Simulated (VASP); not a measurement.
Write the native input for VASP 6.6.1 that does the following.

- Task: single point
- Functional: PBE
- Potentials or basis: VASP PAW PBE potentials, release 64 (Al)
- Cutoff: 520 eV
- k mesh: 8 × 8 × 4
- Occupations: gaussian, width 0.05 eV
- Spin: no spin polarisation
- Dipole correction: no
- Further INCAR settings: ALGO = Normal; EDIFF = 1e-06; NBANDS = 10

The structure of Al lies in POSCAR:

```
Al
1.0
    2.8772405194      0.0000000000      0.0000000000
   -1.4386202597      2.4917633826      0.0000000000
    0.0000000000      0.0000000000      4.6471346259
Al
2
Direct
    0.3333333333      0.6666666667      0.7500000000
    0.6666666667      0.3333333333      0.2500000000
```

The cell was built by a generator and needn't be a form met in nature.

The input as run:

INCAR

```
SYSTEM = Al
PREC = Accurate
ENCUT = 520
EDIFF = 1E-6
ISMEAR = 0
SIGMA = 0.05
LREAL = .False.
LASPH = .True.
NELM = 100
ALGO = Normal
ISIF = 2
LWAVE = .False.
LCHARG = .True.
GGA = PE
LELF = .True.
LVHAR = .True.
NBANDS = 10
```

KPOINTS

```
regular mesh
0
Gamma
  8 8 4
  0 0 0
```

Potentials or basis: VASP PAW PBE potentials, release 64 (Al).

The run is started by

```console
$ cat potpaw_PBE.64/Al/POTCAR > POTCAR
$ mpirun -np 1 vasp_std > vasp.out
```

Results of the run:

```
Pressure               : 0.0 GPa
Band gap on the k mesh : none (metal or under the smearing width)
```

It took 3 s on 1 thread of Intel(R) Xeon(R) 6975P-C (Granite Rapids), on a shared host, peak memory 0.14 GiB.
